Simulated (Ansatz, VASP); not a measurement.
## MgO in VASP and in Ansatz

File INCAR:

```
SYSTEM = MgO
PREC = Accurate
ENCUT = 520
EDIFF = 1E-6
ISMEAR = 0
SIGMA = 0.02
LREAL = .False.
LASPH = .True.
NELM = 60
ALGO = Normal
ISIF = 2
LWAVE = .False.
LCHARG = .True.
GGA = PE
LELF = .True.
LVHAR = .True.
NBANDS = 11
```

KPOINTS

```
regular mesh
0
Gamma
  12 12 10
  0 0 0
```

File POSCAR:

```
MgO
1.0
    3.0145857281      0.0673100589     -0.0146901045
   -1.4490006431      2.6771749621     -0.0689869699
   -0.0133984000     -0.0803904000      2.7546574464
Mg O
1 1
Direct
    0.0021762020      0.0094442670      0.0060940112
    0.3311571280      0.6572224030      0.4939059888
```

Input for Ansatz:

```yaml
crystal:
  lattice:
    - [3.0145857281, 0.0673100589, -0.0146901045]
    - [-1.4490006431, 2.6771749621, -0.0689869699]
    - [-0.0133984, -0.0803904, 2.7546574464]
  atoms:
    - { symbol: Mg, position: [0.002176202, 0.009444267, 0.0060940112] }
    - { symbol: O, position: [0.331157128, 0.657222403, 0.4939059888] }
basis:
  ecutwfc: 420
kpoints:
  mp_grid: { grid: [12, 12, 10] }
hamiltonian:
  xc: pbe
scf:
  occupations: { method: gaussian, width: 0.02 }
output:
  forces: true
  stress: true
  eigenvalues: true
```

Change from the starting cell: all atoms moved at random, cell strained at random.

Alike in both runs: task single point; functional PBE; k mesh 12 × 12 × 10; occupations gaussian, width 0.02 eV; no spin polarisation.

|  | VASP | Ansatz |
| --- | --- | --- |
| version | VASP 6.6.1 | Ansatz 0.2.0 |
| potentials or method | VASP PAW PBE potentials, release 64 (Mg, O) | scalar-relativistic, plane waves, PAW |
| plane-wave cutoff (eV) | 520 | 420 |
| valence electrons in the cell | 8 | 16 |

|  | VASP | Ansatz | Ansatz less VASP |
| --- | --- | --- | --- |
| gap on the k mesh at the Fermi level (eV) | 2.08 | 2.11 | +0.022 |
| least direct gap on the mesh (eV) | 2.40 | 2.42 | +0.020 |
| pressure (GPa) | -12.5 | -11.9 | +0.57 |
| largest component of the traceless stress (GPa) | 5.19 | 5.18 | -0.006 |
| rms of the force components (eV/Å) | 0.142 | 0.141 | -0.0010 |

Atom by atom the forces differ by 0.001 eV/Å (rms over components). The two sets of potentials don't hold the same shells in valence.

A k mesh can miss the band edges.
